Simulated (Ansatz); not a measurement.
A relaxation computed with Ansatz, from input to last step.

```yaml
crystal:
  lattice:
    - [2.3627135574, 0.0, 0.0]
    - [0.0, 2.3627135574, 0.0]
    - [0.0, 0.0, 2.3627481135]
  atoms:
    - { symbol: P, position: [0.0, 0.0, 0.0] }
basis:
  ecutwfc: 420
kpoints:
  mp_grid: { grid: [18, 18, 18] }
hamiltonian:
  xc: pbesol
  dispersion: d3bj
scf:
  occupations: { method: gaussian, width: 0.1 }
output:
  forces: true
  stress: true
  eigenvalues: true
  write_density: true
  write_potential: true
  elf: true
  volumetric_format: npy
relax:
  adjacent_minimum: "off"
  f_tol: 0.008
  max_steps: 50
  cell: { stress_tol: 0.08, p_target: 5.0 }
```

```bash
ansatz run input.yaml --threads 1 --pin off --max-ram 2560MiB --backend cpu --events-out ev --progress --plain --runs-dir out
```

Computed with DFT PBEsol+D3(BJ), scalar-relativistic, plane waves, PAW (Ansatz).

Of 4 frames 3 are shown, positions in Å and forces in eV/Å; the SCF threshold varies from step to step. Steps run on the plane waves of an earlier cell, with a Pulay correction in the pressure. The basis is chosen afresh for the last frame, the zero of the energies, and at times for earlier ones too; energy and pressure step there, also at an unchanged geometry. The relaxation lowers the enthalpy F + PV at the target pressure, so the free energy itself can rise.

```xyz
1
Lattice="2.3627 0.0000 0.0000 0.0000 2.3627 0.0000 0.0000 0.0000 2.3627" Properties=species:S:1:pos:R:3:forces:R:3 pbc="T T T" step=1 free_energy_over_end_meV_per_atom=0.71 pressure_GPa=5.28
P     0.0000    0.0000    0.0000    0.0000    0.0000    0.0000
1
Lattice="2.3635 0.0000 0.0000 0.0000 2.3635 0.0000 0.0000 0.0000 2.3636" Properties=species:S:1:pos:R:3:forces:R:3 pbc="T T T" step=2 free_energy_over_end_meV_per_atom=0.26 pressure_GPa=5.10
P     0.0000    0.0000    0.0000    0.0000    0.0000    0.0000
1
Lattice="2.3640 0.0000 0.0000 0.0000 2.3640 0.0000 0.0000 0.0000 2.3640" Properties=species:S:1:pos:R:3:forces:R:3 pbc="T T T" step=4 free_energy_over_end_meV_per_atom=0.00 pressure_GPa=5.00
P     0.0000    0.0000    0.0000    0.0000    0.0000    0.0000
```

It took 31 s on 1 thread of Intel(R) Xeon(R) Platinum 8259CL CPU @ 2.50GHz (Skylake/Cascade Lake) (shared host), peak memory 0.42 GiB.